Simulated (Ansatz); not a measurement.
Crystal: Ni.

```
CELL_PARAMETERS angstrom
2.44802 0.00000 0.00000
-1.22401 2.12005 0.00000
0.00000 0.00000 4.07281
ATOMIC_POSITIONS crystal
Ni 0.67277 0.33548 0.75541
Ni 0.34218 0.65836 0.24447
```

This isn't the form of Ni at room conditions, which is fcc.

The cell isn't the ideal one: atoms moved at random, drawn with an rms of 0.05 Å.

```yaml
Program: Ansatz 0.2.0
Task: relaxation of the atoms
Functional: revPBE
Dispersion: D4
Potentials_or_basis: all-electron LAPW, scalar-relativistic
Basis_error_allowed: 0.001 eV/atom
k_mesh: 12 × 12 × 7
Occupations: methfessel-paxton, width 0.2 eV
Spin: collinear spin, random start
Starting_moments: "[1.13, -1.14] μB"
```

At the start: volume 10.57 Å³/atom.

Q: Where does the relaxation end?

A: Over 5 steps the energy falls by 5.5 meV/atom; space group P6_3/mmc (No. 194, to 0.05 Å); moment 1.31 μB per cell.

Step by step:
```
step  energy change (eV)  largest force (eV/Å)
   1              0.0000                0.4595
   2             -0.0064                0.2906
   3             -0.0110                0.0077
   4             -0.0110                0.0064
   5             -0.0110                0.0001
```

Final structure:
```
Ni
1.0
     2.44802    0.00000    0.00000
    -1.22401    2.12005    0.00000
     0.00000    0.00000    4.07281
Ni
2
Direct
  0.67414 0.33026 0.74994
  0.34081 0.66358 0.24994
```

Caveat: the starting moments weren't kept.
